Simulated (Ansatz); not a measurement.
# TiAl3: biaxial strain in the a-b plane

The task here is to estimate one member of a computed series from the others.

Method: DFT r2SCAN, scalar-relativistic, plane waves, PAW, in Ansatz 0.2.0.

## The system as given

It takes space group Pm-3m (No. 221, cubic). Conventional cell: a = 3.956 Å, b = 3.956 Å, c = 3.956 Å, α = 90.00°, β = 90.00°, γ = 90.00°. Ti (site symmetry m-3m) has 12 Al at 2.80 Å as nearest neighbours. Around Al (site symmetry 4/mmm) lie 4 Ti at 2.80 Å and 8 Al at 2.80 Å.

Structure file:

```cif
data_structure
_symmetry_space_group_name_H-M 'P 1'
_symmetry_Int_Tables_number 1
_cell_length_a 3.9557
_cell_length_b 3.9557
_cell_length_c 3.9557
_cell_angle_alpha 90.000
_cell_angle_beta 90.000
_cell_angle_gamma 90.000
_cell_volume 61.90
loop_
_atom_site_label
_atom_site_type_symbol
_atom_site_fract_x
_atom_site_fract_y
_atom_site_fract_z
_atom_site_occupancy
Ti1 Ti 0.00000 0.00000 0.00000 1
Al1 Al 0.50000 0.50000 0.00000 1
Al2 Al 0.50000 0.00000 0.50000 1
Al3 Al 0.00000 0.50000 0.50000 1
```

It goes back to an entry of the Materials Project, which need not be the stable form.

This cell was relaxed beforehand with the same method: volume 15.47 Å³/atom, gap on the mesh none (metal).

The first run:

input.yaml reads:

```yaml
crystal:
  lattice:
    - [3.95567125, 0.0, 0.0]
    - [0.0, 3.95567125, 0.0]
    - [0.0, 0.0, 3.95567125]
  atoms:
    - { symbol: Ti, position: [0.0, 0.0, 0.0] }
    - { symbol: Al, position: [0.5, 0.5, 0.0] }
    - { symbol: Al, position: [0.5, 0.0, 0.5] }
    - { symbol: Al, position: [0.0, 0.5, 0.5] }
basis:
  ecutwfc: 500
kpoints:
  mp_grid: { grid: [14, 14, 14] }
hamiltonian:
  xc: r2scan
scf:
  occupations: { method: gaussian, width: 0.1 }
output:
  forces: true
  stress: true
  eigenvalues: true
```

Launch:

```
ansatz run input.yaml --threads 1 --pin off --max-ram 2560MiB --backend cpu --events-out ev --progress --plain --runs-dir out
```

Among the steps run: The unstrained reference; At -2.0 %; Strain +2.0 %; Strain -4.0 %; The cell strained by +4.0 %; The cell strained by -6.0 %; The cell strained by +6.0 %.

One table of the session follows, with a row left open; its other results are not shown here.

It belongs to the step «Energy and stress against strain (a metal throughout)». Lengths are those of the vectors of the cell that was run; stresses in GPa:

| strain (%) | ΔE (meV/atom) | a (Å) | b (Å) | c (Å) |
| --- | --- | --- | --- | --- |
| -6.0 | 91.9 | 3.718 | 3.718 | 4.145 |
| -4.0 | ? | ? | ? | ? |
| -2.0 | 9.2 | 3.877 | 3.877 | 4.013 |
| +0.0 | 0.0 | 3.956 | 3.956 | 3.956 |
| +2.0 | 8.1 | 4.035 | 4.035 | 3.902 |
| +4.0 | 31.5 | 4.114 | 4.114 | 3.851 |
| +6.0 | 67.5 | 4.193 | 4.193 | 3.795 |

**Question.** Estimate the row for strain (%) = -4.0.

Worked estimate for «ΔE (meV/atom)». A straight line through the neighbours (-6.0, 91.9) and (-2.0, 9.2) gives 91.9 + (9.2 − 91.9) × (-4.0 + 6.0) / (-2.0 + 6.0) = 50.6; a parabola fitted to 3 rows on both sides gives 39.8.

**Answer.** ΔE (meV/atom): 38.8; a (Å): 3.797; b (Å): 3.797; c (Å): 4.074. In «ΔE (meV/atom)» the line misses by +11.8 and the parabola by +1.0.

ΔE is over the unstrained cell. Stress in GPa, positive in compression, on the Cartesian axes of the input. 
